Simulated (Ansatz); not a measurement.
## Relaxing TiAl2

Computed with DFT PBEsol, scalar-relativistic, plane waves, PAW in Ansatz 0.2.0. (420 eV cutoff, 10×4×10 k-mesh, Gaussian smearing of 0.10 eV, no spin polarisation)

What was changed: uniaxial strain along a, with b, c and atoms relaxed: -6.0 %.

Command:

```bash
ansatz run input.yaml --threads 1 --pin off --max-ram 2560MiB --backend cpu --events-out ev --progress --plain --runs-dir out
```

Input:

```yaml
crystal:
  lattice:
    - [3.6666278071, 0.0, 0.0]
    - [0.0, 12.2333416434, 0.0]
    - [0.0, 0.0, 4.0320113519]
  atoms:
    - { symbol: Ti, position: [0.5, 0.8428094323, 0.0] }
    - { symbol: Ti, position: [0.0, 0.6571905677, 0.0] }
    - { symbol: Ti, position: [0.0, 0.3428094323, 0.0] }
    - { symbol: Ti, position: [0.5, 0.1571905677, 0.0] }
    - { symbol: Al, position: [0.0, 0.0, 0.0] }
    - { symbol: Al, position: [0.5, 0.6722501434, 0.5] }
    - { symbol: Al, position: [0.0, 0.8277498566, 0.5] }
    - { symbol: Al, position: [0.5, 0.0, 0.5] }
    - { symbol: Al, position: [0.5, 0.5, 0.0] }
    - { symbol: Al, position: [0.0, 0.1722501434, 0.5] }
    - { symbol: Al, position: [0.5, 0.3277498566, 0.5] }
    - { symbol: Al, position: [0.0, 0.5, 0.5] }
basis:
  ecutwfc: 420
kpoints:
  mp_grid: { grid: [10, 4, 10] }
hamiltonian:
  xc: pbesol
scf:
  occupations: { method: gaussian, width: 0.1 }
output:
  forces: true
  stress: true
  eigenvalues: true
  write_density: true
  write_potential: true
  elf: true
  volumetric_format: npy
relax:
  adjacent_minimum: "off"
  f_tol: 0.008
  max_steps: 40
  cell: { stress_tol: 0.015, fix: [a, angles] }
```

F is the free energy. Steps run on the plane waves of an earlier cell, but the last one, and at times one on the way, on a freshly chosen basis, so a repeated geometry can differ a little in energy. The held parts of the cell keep their stress, so P needn't end at zero.

Steps:

```
step F − F(1) (eV) largest force component (eV/Å) V (Å³/atom) P (GPa)
   1         0.0000                           0.049       15.071     4.18
   2        -0.0059                           0.009       15.188     3.18
   3        -0.0064                           0.004       15.169     3.33
   4        -0.0064                           0.001       15.170     3.32
   5        -0.0068                           0.001       15.170     3.33
```

Relaxed structure:

```cif
data_structure
_symmetry_space_group_name_H-M 'P 1'
_symmetry_Int_Tables_number 1
_cell_length_a 3.6666
_cell_length_b 12.2270
_cell_length_c 4.0606
_cell_angle_alpha 90.000
_cell_angle_beta 90.000
_cell_angle_gamma 90.000
_cell_volume 182.04
loop_
_atom_site_label
_atom_site_type_symbol
_atom_site_fract_x
_atom_site_fract_y
_atom_site_fract_z
_atom_site_occupancy
Ti1 Ti 0.50000 0.84228 0.00000 1
Ti2 Ti 0.00000 0.65772 0.00000 1
Ti3 Ti 0.00000 0.34228 0.00000 1
Ti4 Ti 0.50000 0.15772 0.00000 1
Al1 Al 0.00000 0.00000 0.00000 1
Al2 Al 0.50000 0.67187 0.50000 1
Al3 Al 0.00000 0.82813 0.50000 1
Al4 Al 0.50000 0.00000 0.50000 1
Al5 Al 0.50000 0.50000 0.00000 1
Al6 Al 0.00000 0.17187 0.50000 1
Al7 Al 0.50000 0.32813 0.50000 1
Al8 Al 0.00000 0.50000 0.50000 1
```

The structure is orthorhombic, space group Cmmm (No. 65). The conventional cell has a = 3.667 Å, b = 12.227 Å, c = 4.061 Å, α = 90.00°, β = 90.00°, γ = 90.00°. Ti (site symmetry m2m) has 10 Al at 2.66 to 2.91 Å and 2 Ti at 2.91 Å as nearest neighbours. Around Al (site symmetry mmm) lie 4 Ti at 2.66 Å and 8 Al at 2.74 to 2.92 Å. Al (site symmetry m2m) is surrounded by 6 Al at 2.65 to 2.92 Å and 6 Ti at 2.74 to 2.91 Å. Al (site symmetry mmm) is surrounded by 8 Al at 2.74 to 2.79 Å and 4 Ti at 2.80 Å.

The run converged. The run took 2.9 min on 1 thread of Intel(R) Xeon(R) 6975P-C (Granite Rapids) (shared host), peak memory 0.96 GiB.